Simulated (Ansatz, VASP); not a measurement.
**Two plane-wave programs on Zr**

Contents of run.py:

```python
from ase import Atoms
from ase.calculators.vasp import Vasp
from ase.dft.bandgap import bandgap

atoms = Atoms(
    ['Zr', 'Zr'],
    cell=[[3.232, 0.0, 0.0], [-1.616, 2.798994105, 0.0], [0.0, 0.0, 5.147]],
    scaled_positions=[[0.6666666667, 0.3333333333, 0.75], [0.3333333333, 0.6666666667, 0.25]],
    pbc=True,
)
calc = Vasp(
    directory='calc',
    xc='pbe',
    pp='PBE',
    setups='recommended',
    prec='Accurate',
    encut=520,
    ediff=1e-07,
    ismear=0,
    sigma=0.02,
    lreal=False,
    lasph=True,
    nelm=100,
    algo='Normal',
    isif=2,
    lwave=False,
    lcharg=False,
    kpts=[9, 9, 5],
    gamma=True,
    nbands=19,
)
atoms.calc = calc

print('energy (eV):', atoms.get_potential_energy())
print('free energy (eV):', atoms.get_potential_energy(force_consistent=True))
print('forces (eV/A):')
print(atoms.get_forces())
print('stress (eV/A^3, Voigt):', atoms.get_stress())
print('Fermi level (eV):', calc.get_fermi_level())
gap, top, bottom = bandgap(calc)
print('band gap (eV):', gap, 'from (spin, k, band)', top, 'to', bottom)
```

File input.yaml:

```yaml
crystal:
  lattice:
    - [3.232, 0.0, 0.0]
    - [-1.616, 2.798994105, 0.0]
    - [0.0, 0.0, 5.147]
  atoms:
    - { symbol: Zr, position: [0.6666666667, 0.3333333333, 0.75] }
    - { symbol: Zr, position: [0.3333333333, 0.6666666667, 0.25] }
hamiltonian:
  xc: pbe
  pseudopotentials: { kind: paw }
kpoints:
  mp_grid: { grid: [9, 9, 5] }
scf:
  occupations: { method: gaussian, width: 0.02 }
output:
  forces: true
  stress: true
  eigenvalues: true
  write_density: true
  write_potential: true
  elf: true
  volumetric_format: npy
```

Alike in both runs: task single point; functional PBE; k mesh 9 × 9 × 5; occupations gaussian, width 0.02 eV; no spin polarisation.

```csv
,VASP,Ansatz
version,VASP 6.6.1,Ansatz 0.2.0
potentials or method,"VASP PAW PBE potentials, release 64 (Zr_sv)",Ansatz PAW
plane-wave cutoff (eV),520,420
valence electrons in the cell,24,24
```

VASP gave:

* gap on the k mesh at the Fermi level (eV): none
* pressure (GPa): 0.6
* largest component of the traceless stress (GPa): 0.73

What did Ansatz give for the same quantities?

gap on the k mesh at the Fermi level (eV): none; pressure (GPa): 0.6; largest component of the traceless stress (GPa): 0.74.

A gap of «none» marks a metal or a gap that the smearing closes. The functional is the same, so the differences come from potentials, cutoffs and numerics.
